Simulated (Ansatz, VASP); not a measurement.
# HgTe (Coloradoite): VASP beside Ansatz

INCAR

```
PREC = Accurate
ENCUT = 520
EDIFF = 1E-6
ISMEAR = -1
SIGMA = 0.05
LREAL = F
LASPH = T
NELM = 80
ALGO = Normal
ISIF = 2
LWAVE = F
LCHARG = F
GGA = RP
NBANDS = 16
```

The input KPOINTS:

```
Automatic mesh
0
Gamma
  7 7 7
```

The input POSCAR:

```
HgTe
1.0
    0.0000000000      3.2145000000      3.2145000000
    3.2145000000      0.0000000000      3.2145000000
    3.2145000000      3.2145000000      0.0000000000
Hg Te
1 1
Direct
    0.0000000000      0.0000000000      0.0000000000
    0.7500000000      0.7500000000      0.7500000000
```

File input.yaml:

```yaml
crystal:
  lattice:
    - [0.0, 3.2145, 3.2145]
    - [3.2145, 0.0, 3.2145]
    - [3.2145, 3.2145, 0.0]
  atoms:
    - { symbol: Hg, position: [0.0, 0.0, 0.0] }
    - { symbol: Te, position: [0.75, 0.75, 0.75] }
hamiltonian:
  xc: rpbe
  pseudopotentials: { kind: paw }
kpoints:
  mp_grid: { grid: [7, 7, 7] }
  band_path:
    path:
      - [[0.0, 0.0, 0.0], [0.5, 0.0, 0.5], [0.5, 0.25, 0.75], [0.375, 0.375, 0.75], [0.0, 0.0, 0.0], [0.5, 0.5, 0.5], [0.625, 0.25, 0.625], [0.5, 0.25, 0.75], [0.5, 0.5, 0.5], [0.375, 0.375, 0.75]]
      - [[0.625, 0.25, 0.625], [0.5, 0.0, 0.5]]
    npoints: 14
scf:
  occupations: { method: fermi_dirac, width: 0.05 }
  n_extra_bands: 6
output:
  forces: true
  stress: true
  eigenvalues: true
  fatbands: false
```

Alike in both runs: functional RPBE; k mesh 7 × 7 × 7; occupations fermi-dirac, width 0.05 eV; no spin polarisation.

```csv
,VASP,Ansatz
version,VASP 6.6.1,Ansatz 0.2.0
potentials or method,"VASP PAW PBE potentials, release 64 (Hg, Te)",Ansatz PAW
plane-wave cutoff (eV),520,420
valence electrons in the cell,18,36
task,single point,band structure
```

```tsv
	VASP	Ansatz	Ansatz less VASP
gap on the k mesh at the Fermi level (eV)	none	none	-
pressure (GPa)	6.3	6.3	-0.05
```

A gap of «none» marks a metal or a gap that the smearing closes. With one functional, cell and mesh, what is left measures potentials, basis and numerics. The two sets of potentials don't hold the same shells in valence.

Caveats: the PAW data sets were made with another functional, which shifts forces and pressure a little (VASP); spin-orbit coupling is left out, which moves the levels of the heavy elements (Ansatz); the PAW data sets come from PBE, with cores solved anew for the run's functional, which leaves a small shift of forces and pressure (Ansatz). The runs have no spin-orbit coupling, so splittings on Hg, Te are missing.
